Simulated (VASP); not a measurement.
# ZrS2 in VASP: notebook, part 2 of 2

VASP 6.6.1.

### Step 4. Relaxation of cell and atoms, rev-vdW-DF2

This run uses another cell than the first one, of 51.93 Å³/atom, 0.985 times its volume.

INCAR

```
SYSTEM = ZrS2
PREC     = Accurate       ! precision mode
ENCUT    = 600            ! plane-wave cutoff, eV
EDIFF    = 1E-7           ! SCF threshold, eV
ISMEAR   = 0              ! smearing method
SIGMA    = 0.03           ! smearing width, eV
LREAL    = .FALSE.        ! projectors in reciprocal space
LASPH    = .TRUE.         ! aspherical terms in the spheres
NELM     = 80             ! most SCF steps
ALGO     = Normal         ! electronic algorithm
ISIF     = 3              ! what is computed and relaxed
LWAVE    = .FALSE.        ! write WAVECAR
LCHARG   = .FALSE.        ! write CHGCAR
GGA      = MK             ! functional
LUSE_VDW = .TRUE.       
AGGAC    = 0.0          
PARAM1   = 0.1234       
PARAM2   = 0.711357     
ZAB_VDW  = -1.8867      
IBRION   = 2              ! ionic algorithm
NSW      = 90             ! ionic steps
EDIFFG   = -0.005         ! ionic threshold
LATTICE_CONSTRAINTS= .TRUE. .TRUE. .FALSE.
```

KPOINTS

```
Automatic mesh
0
G
  9 9 1
  0 0 0
```

POSCAR

```
ZrS2                                    
1.0
    3.6560983655     -0.0000000001      0.0000000000
   -1.8280491779      3.1662740600      0.0000000000
    0.0000000000      0.0000000000     26.9155419100
  S               Zr            
     4     2
Direct
     0.6666666699999979    0.3333333400000029    0.3378663976511853
     0.3333333300000021    0.6666666599999971    0.4462106321697883
     0.6666666699999979    0.3333333400000029    0.5537893678302113
     0.3333333300000021    0.6666666599999971    0.6621336023488147
     0.0000000000000000    0.0000000000000000    0.3919987721861231
     0.0000000000000000    0.0000000000000000    0.6080012278138770
```

Potentials or basis: VASP PAW PBE potentials, release 64 (S, Zr_sv).

Command:

```sh
cat potpaw_PBE.64/S/POTCAR potpaw_PBE.64/Zr_sv/POTCAR > POTCAR
mpirun -np 1 vasp_std > vasp.out
```

OUTCAR:

```text
SYSTEM = ZrS2
   PREC = Accurate
   ENCUT = 600
   EDIFF = 1E-7
   ISMEAR = 0
   LREAL = .FALSE.
   LASPH = .TRUE.
   NELM = 80
   ISIF = 3
   GGA = MK
   IBRION = 2
   NSW = 90
   EDIFFG = -0.005

 ion  position               nearest neighbor table
   1  0.667  0.333  0.338-   5 2.56   5 2.56   5 2.56
   2  0.333  0.667  0.446-   5 2.57   5 2.57   5 2.57
   3  0.667  0.333  0.554-   6 2.57   6 2.57   6 2.57
   4  0.333  0.667  0.662-   6 2.56   6 2.56   6 2.56
   5  0.000  0.000  0.392-   1 2.56   1 2.56   1 2.56   2 2.57   2 2.57   2 2.57
   6  0.000  0.000  0.608-   4 2.56   4 2.56   4 2.56   3 2.57   3 2.57   3 2.57

  LATTYP: Found a hexagonal cell.
 ALAT       =     3.6560983655
 C/A-ratio  =     7.3618210505

  Lattice vectors:

 A1 = (   3.6560983655,  -0.0000000001,   0.0000000000)
 A2 = (  -1.8280491779,   3.1662740600,   0.0000000000)
 A3 = (   0.0000000000,   0.0000000000,  26.9155419100)

Analysis of symmetry for initial positions (statically):
=====================================================================
 Subroutine PRICEL returns:
 Original cell was already a primitive cell.

 Routine SETGRP: Setting up the symmetry group for a
 hexagonal supercell.

 Subroutine GETGRP returns: Found 12 space group operations
 (whereof 12 operations were pure point group operations)
 out of a pool of 24 trial point group operations.

The static configuration has the point symmetry D_3d.

Analysis of symmetry for dynamics (positions and initial velocities):
=====================================================================
 Subroutine PRICEL returns:
 Original cell was already a primitive cell.

 Routine SETGRP: Setting up the symmetry group for a
 hexagonal supercell.

 Subroutine GETGRP returns: Found 12 space group operations
 (whereof 12 operations were pure point group operations)
 out of a pool of 24 trial point group operations.
[... 102 lines left out ...]
   ISIF   =      3    stress and relaxation
   ISYM   =      2    0-nonsym 1-usesym 2-fastsym
   POTIM  = 0.5000    time-step for ionic-motion
   TEBEG  =    0.0;   TEEND  =   0.0 temperature during run
   PSTRESS=    0.0 pullay stress
   NELECT =      48.0000    total number of electrons
   NUPDOWN=      -1.0000    fix difference up-down
   EMIN   =  10.00;   EMAX   =-10.00  energy-range for DOS
   EFERMI =   0.00;   METHOD = LEGACY
   ISMEAR =     0;   SIGMA  =   0.03  broadening in eV -4-tet -1-fermi 0-gaus
   EFERMI_NEDOS =   21; number of points for ismear=-14 and -15
   IALGO  =     38    algorithm
   IMIX   =      4    mixing-type and parameters
     AMIX     =   0.40;   BMIX     =  1.00
     AMIX_MAG =   1.60;   BMIX_MAG =  1.00
  volume/ion in A,a.u.               =      51.93       350.44
  Fermi-wavevector in a.u.,A,eV,Ry     =   0.877604  1.658432 10.479062  0.770189
  Thomas-Fermi vector in A             =   1.997576
   LORBIT       =      0    0 simple, 1 ext, 2 COOP (PROOUT), +10 PAW based schemes
   GGA     = MK    functional components
   LHFCALC =     F    Hartree Fock is set to
   AEXX    =    0.0000 exact exchange contribution
   IVDW_NL    =     1    kernel type
   BPARAM     = 6.3000
   IVDW    =     0    specifies the selected vdW correction
   LEPSILON=     F    determine dielectric tensor
   LRPA    =     F    only Hartree local field effects (RPA)
 conjugate gradient relaxation of ions
 non-spin polarized calculation
 Gauss-broadening in eV      SIGMA  =   0.03
  energy-cutoff  :      600.00
  volume of cell :      311.58
 maximum number of plane-waves:     10457
 NGX is ok and might be reduce to    30
   NGX = 15   NGY = 15   NGZ =107

--------------------------------------- Ionic step        1  -------------------------------------------

 number of electron      47.9999998 magnetization

 Free energy of the ion-electron system (eV)
  ---------------------------------------------------
  ext. energy  EPLUGINS =         0.00000000
  ---------------------------------------------------
  free energy    TOTEN  =       -33.10141512 eV

  energy without entropy =      -33.10141512  energy(sigma->0) =      -33.10141512

------------------------ aborting loop because EDIFF is reached ----------------------------------------

  FORCE on cell =-STRESS in cart. coord.  units (eV):
  Direction    XX          YY          ZZ          XY          YZ          ZX
  --------------------------------------------------------------------------------------
  -------------------------------------------------------------------------------------
  Total        0.0517011      0.0517011      0.0279644      0.0000000      0.0000000     -0.0000000
  in kB        0.2658527      0.2658527      0.1437960      0.0000000      0.0000000     -0.0000000
  external PRESSURE =       0.2251672 kB  Pullay stress =       0.0000000 kB
[... 71 lines left out ...]
--------------------------------------- Ionic step        3  -------------------------------------------

 number of electron      47.9999998 magnetization

 Free energy of the ion-electron system (eV)
  ---------------------------------------------------
  ext. energy  EPLUGINS =         0.00000000
  ---------------------------------------------------
  free energy    TOTEN  =       -33.10142835 eV

  energy without entropy =      -33.10142835  energy(sigma->0) =      -33.10142835

 E-fermi :  -1.4872     XC(G=0):  -4.7267

 val. band max:       -1.7336883395   @ k =   0.0000   0.0000   0.0000
 cond. band min:      -0.6831855418   @ k =   0.4444   0.0000   0.0000
 fundamental gap:      1.0505027977
 Fermi energy:        -1.4871645815

 k-point     1 :       0.0000    0.0000    0.0000
  band No.  band energies     occupation
      1     -50.6260      2.00000
      2     -50.6260      2.00000
      3     -28.7009      2.00000
      4     -28.7005      2.00000
      5     -28.5510      2.00000
      6     -28.5510      2.00000
[... 398 lines left out ...]
  energy  without entropy=      -33.1014283493  energy(sigma->0) =      -33.10142835

Total vdW correction in eV:      6.9635660

 reached required accuracy - stopping structural energy minimisation
```

OSZICAR:

```text
N       E                     dE             d eps       ncg     rms          rms(c)
DAV:   1     0.525241270772E+03    0.52524E+03   -0.22311E+04   720   0.157E+03
DAV:   2     0.193565483918E+02   -0.50588E+03   -0.49698E+03   976   0.372E+02
DAV:   3    -0.327307208903E+02   -0.52087E+02   -0.51576E+02   944   0.110E+02
DAV:   4    -0.372043397653E+02   -0.44736E+01   -0.44659E+01  1120   0.269E+01
[... 37 lines left out ...]
DAV:   4    -0.331014268320E+02   -0.86897E-06   -0.54839E-06  1036   0.807E-03    0.414E-03
DAV:   5    -0.331014274645E+02   -0.63255E-06   -0.72587E-07   892   0.397E-03    0.327E-03
DAV:   6    -0.331014280892E+02   -0.62465E-06   -0.38672E-07   716   0.251E-03    0.739E-04
DAV:   7    -0.331014283126E+02   -0.22342E-06   -0.14427E-07   416   0.218E-03    0.320E-04
DAV:   8    -0.331014283493E+02   -0.36709E-07   -0.43729E-08   384   0.126E-03
   3 F= -.33101428E+02 E0= -.33101428E+02  d E =-.132330E-04
```

CONTCAR:

```text
ZrS2
   1.00000000000000
     3.6569534514136994   -0.0000000000987370    0.0000000000000000
    -1.8284767208546013    3.1670145861207297    0.0000000000000000
     0.0000000000000000    0.0000000000000000   26.9155419100000017
  S               Zr
     4     2
Direct
     0.6666666699999979    0.3333333400000029    0.3378628479396936
     0.3333333300000021    0.6666666599999971    0.4462129300536664
     0.6666666699999979    0.3333333400000029    0.5537870699463335
     0.3333333300000021    0.6666666599999971    0.6621371520603063
     0.0000000000000000    0.0000000000000000    0.3919935964336769
     0.0000000000000000    0.0000000000000000    0.6080064035663231

  0.00000000E+00  0.00000000E+00  0.00000000E+00
  0.00000000E+00  0.00000000E+00  0.00000000E+00
  0.00000000E+00  0.00000000E+00  0.00000000E+00
  0.00000000E+00  0.00000000E+00  0.00000000E+00
  0.00000000E+00  0.00000000E+00  0.00000000E+00
  0.00000000E+00  0.00000000E+00  0.00000000E+00
```

It took 12 min on 1 thread of AMD EPYC 9R45 (Zen 5), shared host; peak memory 1.4 GiB.

Results:

| Quantity | Value |
| --- | --- |
| Free energy | -33.1014 eV |
| Relaxed volume | 51.95 Å³/atom |
| Relaxed cell | a = 3.657 Å, b = 3.657 Å, c = 26.916 Å, α = 90.00°, β = 90.00°, γ = 120.00° |
| Space group after relaxing (to 0.05 Å) | P-3m1 (No. 164) |
| Energy gained by relaxing | 0.0 meV/atom |
| Ionic steps | 3 |
| Largest force after relaxing | 0.004 eV/Å |
| Band gap on the k mesh | 1.05 eV, indirect (least direct gap 1.62 eV) |

Forces on the atoms (eV/Å):
```
S    0.000  0.000  0.001
S    0.000  0.000 -0.004
S    0.000  0.000  0.004
S    0.000  0.000 -0.001
Zr   0.000  0.000 -0.003
Zr   0.000  0.000  0.003
```

Final structure:
```xyz
6
Lattice="3.6570 0.0000 0.0000 -1.8285 3.1670 0.0000 0.0000 0.0000 26.9155" Properties=species:S:1:pos:R:3 pbc="T T T"
S     1.8285    1.0557    9.0938
S     0.0000    2.1113   12.0101
S     1.8285    1.0557   14.9055
S     0.0000    2.1113   17.8218
Zr    0.0000    0.0000   10.5507
Zr    0.0000    0.0000   16.3648
```

Caveat: the PAW data sets were made with another functional, which shifts forces and pressure a little.
